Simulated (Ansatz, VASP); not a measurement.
## MgO: VASP beside Ansatz

Contents of POSCAR:

```
MgO
1.0
    3.3296935025      0.0000000000      0.0000000000
   -1.6648467462      2.8835991563      0.0000000000
    0.0000000000      0.0000000000      5.0158818481
Mg O
2 2
Direct
    0.3333333333      0.6666666667      0.0021597400
    0.6666666667      0.3333333333      0.5021597400
    0.3333333333      0.6666666667      0.4024402600
    0.6666666667      0.3333333333      0.9024402600
```

File INCAR.step1:

```
PREC = Accurate
ENCUT = 520
ISMEAR = 0
SIGMA = 0.01
LREAL = False
LASPH = True
NELM = 100
NBANDS = 16
GGA = PE
ALGO = Normal
EDIFF = 1E-4
LWAVE = True
LCHARG = False
```

Contents of INCAR.step2:

```
PREC = Accurate
ENCUT = 520
EDIFF = 1E-7
ISMEAR = 0
SIGMA = 0.01
LREAL = False
LASPH = True
NELM = 100
ALGO = Normal
ISIF = 2
LWAVE = False
LCHARG = False
METAGGA = R2SCAN
LMIXTAU = True
NBANDS = 16
ISTART = 1
```

KPOINTS

```
regular mesh
0
Gamma
  6 6 4
```

Input for Ansatz:

```yaml
crystal:
  lattice:
    - [3.3296935025214904, 0.0, 0.0]
    - [-1.6648467462276317, 2.8835991563277754, 0.0]
    - [0.0, 0.0, 5.015881848072821]
  atoms:
    - { symbol: Mg, position: [0.3333333333333333, 0.6666666666666666, 0.00215974] }
    - { symbol: Mg, position: [0.6666666666666666, 0.3333333333333333, 0.50215974] }
    - { symbol: O, position: [0.3333333333333333, 0.6666666666666666, 0.40244026] }
    - { symbol: O, position: [0.6666666666666666, 0.3333333333333333, 0.90244026] }
accuracy: low
basis:
  ecutwfc: 750.0
kpoints:
  mp_grid:
    grid: [6, 6, 4]
hamiltonian:
  xc: r2scan
  pseudopotentials:
    kind: paw
scf:
  max_iter: 60
  algorithm: direct_min
  convergence:
    dr2_threshold: 1.0e-08
  occupations:
    method: fixed
  initial_density:
    normalization: cell
```

Measurements of this composition are mostly on another form, of space group No. 225.

Alike in both runs: task single point; functional r2SCAN; k mesh 6 × 6 × 4; no spin polarisation.

|  | VASP | Ansatz |
| --- | --- | --- |
| version | VASP 6.6.1 | Ansatz 0.2.0 |
| potentials or method | VASP PAW PBE potentials, release 64 (Mg, O) | plane waves, PAW |
| plane-wave cutoff (eV) | 520 | 750 |
| occupations | gaussian, width 0.01 eV | fixed |
| valence electrons in the cell | 16 | 32 |

|  | VASP | Ansatz | Ansatz less VASP |
| --- | --- | --- | --- |
| gap on the k mesh at the Fermi level (eV) | 4.02 | 4.03 | +0.015 |

The two sets of potentials don't hold the same shells in valence.

Caveats: the PAW data sets were made with another functional, which shifts forces and pressure a little (VASP). r2SCAN opens gaps a little over a GGA but as a rule still falls short of measured ones.
